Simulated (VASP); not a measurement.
A run of VASP 6.6.1 is set up as follows.

Contents of INCAR:

```
SYSTEM = Cu2O
PREC     = Accurate       ! precision mode
ENCUT    = 520            ! plane-wave cutoff, eV
EDIFF    = 1E-7           ! SCF threshold, eV
ISMEAR   = 0              ! smearing method
SIGMA    = 0.02           ! smearing width, eV
LREAL    = .False.        ! projectors in reciprocal space
LASPH    = .True.         ! aspherical terms in the spheres
NELM     = 120            ! most SCF steps
ALGO     = Normal         ! electronic algorithm
ISIF     = 3              ! what is computed and relaxed
LWAVE    = .False.        ! write WAVECAR
LCHARG   = .False.        ! write CHGCAR
ISPIN    = 2              ! spin polarisation
MAGMOM   = 1 1 1 1 0 0    ! initial moments
LORBIT   = 11             ! projections on sites
LMAXMIX  = 4              ! l up to which the mixer works
GGA      = PE             ! functional
IBRION   = 2              ! ionic algorithm
NSW      = 80             ! ionic steps
EDIFFG   = -0.002         ! ionic threshold
KPAR     = 8
```

Contents of KPOINTS:

```
Automatic mesh
0
Gamma
  8 8 8
  0 0 0
```

Contents of POSCAR:

```
Cu2O                                    
1.0
    4.3069975811      0.0000000000     -0.0000000000
   -0.0000000000      4.3069975811      0.0000000000
   -0.0000000000      0.0000000000      4.3069975811
  Cu              O             
     4     2
Direct
     0.2500000000000000    0.2500000000000000    0.2500000000000000
     0.2500000000000000    0.7500000000000000    0.7500000000000000
     0.7500000000000000    0.7500000000000000    0.2500000000000000
     0.7500000000000000    0.2500000000000000    0.7500000000000000
     0.0000000000000000    0.0000000000000000    0.0000000000000000
     0.5000000000000000    0.5000000000000000    0.5000000000000000
```

Potentials or basis: VASP PAW PBE potentials, release 64 (Cu, O).

The run is started by

```console
$ cat potpaw_PBE.64/Cu/POTCAR potpaw_PBE.64/O/POTCAR > POTCAR
$ mpirun -np 8 vasp_std > vasp.out
```

Task: Estimate the relaxed volume.

Result: 13.32 Å³/atom.

Task: Estimate the band gap on the k mesh.

Result: 0.47 eV, direct.

Task: Estimate the space group after relaxing (to 0.05 Å).

Result: Pn-3m (No. 224).

Final structure:
```xyz
6
Lattice="4.3079 0.0000 0.0000 0.0000 4.3079 0.0000 0.0000 0.0000 4.3079" Properties=species:S:1:pos:R:3 pbc="T T T"
Cu    1.0770    1.0770    1.0770
Cu    1.0770    3.2309    3.2309
Cu    3.2309    3.2309    1.0770
Cu    3.2309    1.0770    3.2309
O     0.0000    4.3079    4.3079
O     2.1540    2.1540    2.1540
```

A k mesh can miss the band edges. As with any semilocal functional, this PBE gap is likely too small.
